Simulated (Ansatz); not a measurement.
Runs of Ansatz 0.2.0 on SiNi. The structure is orthorhombic, space group Pmmn (No. 59). Conventional cell: a = 2.943 Å, b = 3.280 Å, c = 4.677 Å, α = 90.00°, β = 90.00°, γ = 90.00°. Ni (site symmetry mm2) has 6 Si at 2.34 to 2.37 Å and 4 Ni at 2.65 Å as nearest neighbours. Around Si (site symmetry mm2) lie 6 Ni at 2.34 to 2.37 Å and 4 Si at 2.65 Å. The cell is a database's computed one.

```tsv
level	U	gap on the mesh (eV)	pressure (GPa)	moment (μB)	largest force (eV/Å)
PBEsol	-	none	(c)	0.00	0.09
PBEsol+U	Ni d U = 4 eV	none	-0.7	0.00	0.16
PBEsol+U	Ni d U = 8 eV	none	-0.7	0.00	0.21
PBEsol+U	Ni d U = 6 eV	none	(b)	0.00	0.19
PBEsol+U	Ni d U = 2 eV	none	-0.3	0.00	(a)
```

Alike in all rows: task density of states; potentials or basis all-electron LAPW, scalar-relativistic; spin collinear, ferromagnetic start; cell as given; k mesh 9 × 8 × 6; cutoff (eV) 270; smearing fermi-dirac 0.05 eV; basis error allowed 0.002 eV/atom.

Fill in the values left out.

(a) 0.13; (b) -0.8; (c) 0.2.

Caveats: the density of states is complete only up to the lowest level of the last band computed; the starting moments weren't kept; the magnetic state may not be the lowest (some runs); U is the effective U less J, on atomic orbitals that reach past the spheres (some runs); the U is typed as a test and isn't derived for this compound (some runs).

A gap of «none» marks a metal or a gap under the smearing width.
